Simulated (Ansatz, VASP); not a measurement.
# One calculation of Os, two programs

```xyz
2
Lattice="2.7341 0.0000 0.0000 -1.3671 2.3678 0.0000 0.0000 0.0000 4.3197" Properties=species:S:1:pos:R:3 pbc="T T T"
Os    1.3671    0.7893    3.2398
Os    0.0000    1.5785    1.0799
```

Alike in both runs: task relaxation of cell and atoms; functional PBE; k mesh 11 × 11 × 6; occupations fermi-dirac, width 0.05 eV; no spin polarisation.

```csv
,VASP,Ansatz
version,VASP 6.6.1,Ansatz 0.2.0
potentials or method,"VASP PAW PBE potentials, release 64 (Os_pv)",Ansatz PAW
plane-wave cutoff (eV),600,420
valence electrons in the cell,28,32
```

```tsv
	VASP	Ansatz	Ansatz less VASP
gap on the k mesh at the Fermi level, each at its own relaxed structure (eV)	none	none	-
relaxed volume (Å³/atom)	14.36	14.28	-0.082
relaxed cell length with the largest relative difference (Å)	4.359	4.349	-0.0092
energy change over the relaxation (meV/atom)	-13	-8	+5.3
```

A gap of «none» marks a metal or a gap that the smearing closes. The two sets of potentials don't hold the same shells in valence.

Caveats: the plane-wave basis is chosen anew once the cell has moved, so the energies of steps on either side of that aren't comparable (Ansatz). Spin-orbit coupling is left out, which matters for the levels of Os. PBE usually gives volumes a little too large and moduli too small. Zero-point motion and thermal expansion aren't in these numbers.
